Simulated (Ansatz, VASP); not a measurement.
NaI in VASP and in Ansatz

File INCAR:

```
SYSTEM = NaI
PREC = Accurate
ENCUT = 520
EDIFF = 1E-6
ISMEAR = 0
SIGMA = 0.02
LREAL = .False.
LASPH = .True.
NELM = 80
ALGO = Normal
ISIF = 2
LWAVE = .False.
LCHARG = .False.
GGA = PE
NBANDS = 14
```

File KPOINTS:

```
Automatic mesh
0
Gamma
  6 6 6
  0 0 0
```

POSCAR

```
NaI
1.0
    0.0000000000      3.2640968149      3.2640968149
    3.2640968149      0.0000000000      3.2640968149
    3.2640968149      3.2640968149      0.0000000000
Na I
1 1
Direct
    0.0000000000      0.0000000000      0.0000000000
    0.5000000000      0.5000000000      0.5000000000
```

Input for Ansatz:

```yaml
crystal:
  lattice:
    - [0.0, 3.2640968149, 3.2640968149]
    - [3.2640968149, 0.0, 3.2640968149]
    - [3.2640968149, 3.2640968149, 0.0]
  atoms:
    - { symbol: Na, position: [0.0, 0.0, 0.0] }
    - { symbol: I, position: [0.5, 0.5, 0.5] }
basis:
  ecutwfc: 420
kpoints:
  mp_grid: { grid: [6, 6, 6] }
  band_path: { path: [VBM, CBM], npoints: 2 }
hamiltonian:
  xc: pbe
scf:
  occupations: { method: gaussian, width: 0.02 }
output:
  forces: false
  stress: false
  eigenvalues: true
checkpoint:
  read: start.run
  write: ck
  compress: false
  write_wavefunctions: false
  write_every: 100000
```

Alike in both runs: task single point; functional PBE; k mesh 6 × 6 × 6; occupations gaussian, width 0.02 eV; no spin polarisation.

|  | VASP | Ansatz |
| --- | --- | --- |
| version | VASP 6.6.1 | Ansatz 0.2.0 |
| potentials or method | VASP PAW PBE potentials, release 64 (Na_pv, I) | scalar-relativistic, plane waves, PAW |
| plane-wave cutoff (eV) | 520 | 420 |
| valence electrons in the cell | 14 | 26 |

|  | VASP | Ansatz | Ansatz less VASP |
| --- | --- | --- | --- |
| gap on the k mesh at the Fermi level (eV) | 3.57 | 3.58 | +0.003 |
| least direct gap on the mesh (eV) | 3.57 | 3.58 | +0.003 |

The two sets of potentials don't hold the same shells in valence.

Caveats: spin-orbit coupling is left out, which moves the levels of the heavy elements. Expect the measured gap to be larger: semilocal functionals such as PBE lack the derivative discontinuity.
